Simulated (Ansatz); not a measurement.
**Bi, diamond: how the functional moves the structure**

All rows: Ansatz, plane waves with scalar-relativistic PAW, 420 eV (500 eV for the SCAN forms), relaxed under each functional, no dispersion correction, no zero-point motion. B₀ comes from uniform scaling at fixed shape; a dash is a value not given.

| functional | V (Å³/atom) | cell | B₀ (GPa) | magnetic state | ΔE to A7 rhombohedral (meV/atom) |
| --- | --- | --- | --- | --- | --- |
| PBE | 48.51 | a = 7.294 Å | 29 | spin not included | 192 |
| r²SCAN | 47.37 | a = 7.237 Å | 32 | spin not included | 244 |
| LDA | 44.91 | a = 7.109 Å | 35 | spin not included | 290 |
| revPBE | 49.74 | a = 7.355 Å | 27 | spin not included | 153 |
| RPBE | 50.26 | a = 7.381 Å | 26 | spin not included | 139 |
| BLYP | 51.53 | a = 7.442 Å | 25 | spin not included | 88 |

Task: What does PBEsol give?

Result: V (Å³/atom): 46.10; cell: a = 7.171 Å; B₀ (GPa): 33; magnetic state: spin not included; ΔE to A7 rhombohedral (meV/atom): 270.
